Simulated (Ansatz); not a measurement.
## Cr: single point with PBEsol

Cr:

```
CELL_PARAMETERS angstrom
1.14705 -2.46703 0.00000
1.14705 2.46703 0.00000
0.00000 0.00000 4.06431
ATOMIC_POSITIONS crystal
Cr 0.87053 0.12947 0.75000
Cr 0.12947 0.87053 0.25000
```

This isn't the form of Cr at room conditions, which is bcc.

| Quantity | Value |
| --- | --- |
| Program | Ansatz 0.2.0 |
| Task | single point |
| Functional | PBEsol |
| Potentials or basis | Ansatz PAW |
| Cutoff | 420 eV (not typed: the program's choice for these potentials) |
| k mesh | 11 × 11 × 6 |
| Occupations | fermi-dirac, width 0.05 eV |
| Spin | collinear spin, ferromagnetic start |
| Starting moments | [1.5, 1.5] μB |
| Fixed moment | 3 μB |

| Quantity | Value |
| --- | --- |
| Pressure | 12.3 GPa |
| Largest force | 0.419 eV/Å |
| Net moment | 3.00 μB per cell |
| Absolute moment | 3.00 μB per cell |
| Site moments | Cr +1.26 μB |

Forces on the atoms (eV/Å):
```
Cr   0.000  0.419  0.000
Cr   0.000 -0.419  0.000
```

Stress tensor (GPa, compression positive):
```
28.72  0.00  0.00
 0.00 -6.84  0.00
 0.00  0.00 15.17
```

It took 5 s on 2 threads of Arm Neoverse V1, with other jobs on the host, peak memory 0.37 GiB.

Caveat: the total moment is fixed, so each spin has its own Fermi level; the PAW data sets come from PBE, with cores solved anew for the run's functional, which leaves a small shift of forces and pressure; the thresholds are loose for stress.
